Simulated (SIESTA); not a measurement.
FeO (Wuestite):

```
Fe O
1.0
     1.51882    0.87689    2.51958
    -1.51882    0.87689    2.51958
     0.00000   -1.75378    2.51958
Fe O
1 1
Direct
  0.00000 0.00000 0.00000
  0.50000 0.50000 0.50000
```

Base run:

```yaml
Program: SIESTA 5.4.2
Functional: PBE
Potentials_or_basis: PseudoDojo 0.4 standard (PBE files)
Basis: DZP (energy shift 0.003 Ry; two zetas on semicore shells)
Grid_cutoff: 800 Ry
Energy_shift: 0.003 Ry
k_mesh: 8 × 8 × 8
Occupations: fermi-dirac, width 0.05 eV
Spin: collinear spin, zero start
Starting_moments: "[0.0, 0.0] μB"
```

Its results: band gap on the k mesh none (metal or under the smearing width); pressure -25.7 GPa; net moment 0.00 μB per cell.

The run is repeated on the same cell with these changes: spin from collinear spin, zero start to collinear spin, fm_larger start; moments at the start from [0.0, 0.0] to [4.5, 0.0]. What comes out?

Band gap on the k mesh none (metal or under the smearing width); pressure -0.4 GPa; net moment 4.00 μB per cell; site moments Fe +3.69; O +0.31 μB.

Caveats: short orbitals over semicore shells can move pressures by several GPa; the basis of atomic orbitals isn't converged, which shifts pressures, moduli and gaps; semilocal functionals often make such compounds metallic where correlation or magnetic order opens a gap, which also shifts bond lengths; a cell with one magnetic atom can't hold antiferromagnetic order, which such compounds often take (some runs).
